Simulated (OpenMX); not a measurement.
PtSe2 (Sudovikovite):

```xyz
3
Lattice="3.7240 0.0000 0.0000 -1.8620 3.2251 0.0000 0.0000 0.0000 5.0620" Properties=species:S:1:pos:R:3 pbc="T T T"
Pt    0.0000    0.0000    0.0000
Se    1.8620    1.0750    3.7965
Se    0.0000    2.1501    1.2655
```

| Quantity | Value |
| --- | --- |
| Program | OpenMX 3.8.5 |
| Task | single point |
| Functional | PBE |
| Potentials or basis | OpenMX 2013 PBE set, Pt7.0-s3p2d2f1, Se7.0-s3p2d2, grid cutoff 400 Ry |
| k mesh | 9 × 9 × 5 |
| Occupations | fermi-dirac, width 0.05 eV |
| Spin | no spin polarisation |

On this cell: pressure 8.2 GPa; largest force 0.831 eV/Å; band gap on the k mesh none (metal or under the smearing width).

The same run follows on a disturbed copy (atoms moved at random, drawn with an rms of 0.05 Å):

```
Pt Se
1.0
     3.72400    0.00000    0.00000
    -1.86200    3.22508    0.00000
     0.00000    0.00000    5.06200
Pt Se
1 2
Direct
  0.01133 0.02263 0.00660
  0.65034 0.33135 0.74000
  0.33238 0.65513 0.24631
```

**Question.** What changes?

**Answer.** The energy (extrapolated to zero smearing) moves by +40.3 meV/atom; pressure 8.1 GPa; largest force 2.216 eV/Å; band gap on the k mesh none (metal or under the smearing width).

Forces on the atoms (eV/Å):
```
Pt  -0.348 -1.795 -1.252
Se   0.517  0.557 -0.154
Se  -0.169  1.240  1.407
```

Caveats: the basis of atomic orbitals isn't converged, which shifts pressures, moduli and gaps.
